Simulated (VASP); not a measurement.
Wanted: the native input for a VASP 6.6.1 run.

```
Task                   : band structure
Functional             : r2SCAN
Potentials or basis    : VASP PAW PBE potentials, release 64 (Te, Mo_sv)
Cutoff                 : 520 eV
k mesh                 : 9 × 9 × 2
Occupations            : fermi-dirac, width 0.05 eV
Spin                   : no spin polarisation
Further INCAR settings : ALGO = Normal; EDIFF = 1e-06
```

The structure of Te2Mo lies in POSCAR:

```
Te2Mo
1.0
    3.5182000000      0.0000000000      0.0000000000
   -1.7591000000      3.0468505756      0.0000000000
    0.0000000000      0.0000000000     13.9736000000
Te Mo
4 2
Direct
    0.6666666667      0.3333333333      0.3790000000
    0.3333333333      0.6666666667      0.8790000000
    0.6666666667      0.3333333333      0.1210000000
    0.3333333333      0.6666666667      0.6210000000
    0.6666666667      0.3333333333      0.7500000000
    0.3333333333      0.6666666667      0.2500000000
```

The input as run:

INCAR

```
PREC     = Accurate       # precision mode
ENCUT    = 520            # plane-wave cutoff, eV
EDIFF    = 1E-6           # SCF threshold, eV
ISMEAR   = -1             # smearing method
SIGMA    = 0.05           # smearing width, eV
LREAL    = False          # projectors in reciprocal space
LASPH    = True           # aspherical terms in the spheres
NELM     = 100            # most SCF steps
ALGO     = Normal         # electronic algorithm
ISIF     = 2              # what is computed and relaxed
LWAVE    = False          # write WAVECAR
LCHARG   = False          # write CHGCAR
LMAXMIX  = 4              # l up to which the mixer works
METAGGA  = R2SCAN         # meta-GGA
LMIXTAU  = True
```

KPOINTS

```
regular mesh
0
Gamma
  9 9 2
```

KPOINTS_OPT

```
path GMKGALHA,LM,KH
20
line-mode
reciprocal
 0.0000000000  0.0000000000  0.0000000000  G
 0.5000000000  0.0000000000  0.0000000000  M

 0.5000000000  0.0000000000  0.0000000000  M
 0.3333333333  0.3333333333  0.0000000000  K

 0.3333333333  0.3333333333  0.0000000000  K
 0.0000000000  0.0000000000  0.0000000000  G

 0.0000000000  0.0000000000  0.0000000000  G
 0.0000000000  0.0000000000  0.5000000000  A

 0.0000000000  0.0000000000  0.5000000000  A
 0.5000000000  0.0000000000  0.5000000000  L

 0.5000000000  0.0000000000  0.5000000000  L
 0.3333333333  0.3333333333  0.5000000000  H

 0.3333333333  0.3333333333  0.5000000000  H
 0.0000000000  0.0000000000  0.5000000000  A

 0.5000000000  0.0000000000  0.5000000000  L
 0.5000000000  0.0000000000  0.0000000000  M

 0.3333333333  0.3333333333  0.0000000000  K
 0.3333333333  0.3333333333  0.5000000000  H
```

Potentials or basis: VASP PAW PBE potentials, release 64 (Te, Mo_sv).

The run is started by

```sh
$ cat potpaw_PBE.64/Te/POTCAR potpaw_PBE.64/Mo_sv/POTCAR > POTCAR
$ mpirun -np 1 vasp_std > vasp.out
```

It gave:

```json
{
  "Pressure": "2.4 GPa",
  "Largest force": "0.052 eV/Å",
  "Band gap on the k mesh": "0.89 eV, indirect (least direct gap 1.13 eV)",
  "Band gap along the path": "0.82 eV, indirect (least direct gap 1.13 eV)"
}
```

Caveat: the PAW data sets were made with another functional, which shifts forces and pressure a little; spin-orbit coupling is left out, which moves the levels of the heavy elements.

It took 46 min on 1 thread of Intel(R) Xeon(R) Platinum 8259CL CPU @ 2.50GHz (Skylake/Cascade Lake), on a shared host, peak memory 0.41 GiB.
